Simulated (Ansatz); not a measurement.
Wanted: the native input for an Ansatz 0.2.0 run.

```yaml
Task: ladder of functionals
Functional: RPBE
Potentials_or_basis: PseudoDojo standard (PBE files)
Cutoff: 1061 eV
Density_cutoff: 4245 eV
k_mesh: 9 × 9 × 5
Occupations: cold, width 0.1 eV
Spin: no spin polarisation
```

Sc:

```
CELL_PARAMETERS angstrom
3.30900 0.00000 0.00000
-1.65450 2.86568 0.00000
0.00000 0.00000 5.27330
ATOMIC_POSITIONS crystal
Sc 0.66667 0.33333 0.75000
Sc 0.33333 0.66667 0.25000
```

These files were run (other wordings do the same):

input.yaml

```yaml
crystal:
  lattice: { a: 3.309, b: 3.309, c: 5.2733, alpha: 90.0, beta: 90.0, gamma: 120.0 }
  space_group: 194
  reduce_to_primitive: true
  atoms:
    - { symbol: Sc, wyckoff: "2c", position: [0.6666666667, 0.3333333333, 0.75] }
hamiltonian:
  xc: rpbe
  pseudopotentials: { kind: nc, accuracy: standard }
kpoints:
  mp_grid: { grid: [9, 9, 5] }
scf:
  occupations: { method: cold, width: 0.1 }
output:
  forces: true
  stress: true
  eigenvalues: true
  xc_energy_on_converged_density: [lda, pbe, pbesol, revpbe, blyp, r2scan]
```

Potentials or basis: PseudoDojo standard (PBE files).

Launch:

```bash
$ ansatz run input.yaml --threads 1 --pin off --max-ram 2560MiB --backend cpu --events-out ev --progress --plain --runs-dir out
```

It gave:

- Pressure: 1.3 GPa
- Band gap on the k mesh: none (metal or under the smearing width)

Caveat: the potentials were made for another functional, which shifts forces and pressure.

It took 4.5 s on 1 thread of Arm Neoverse V1, on a shared host, peak memory 0.39 GiB.
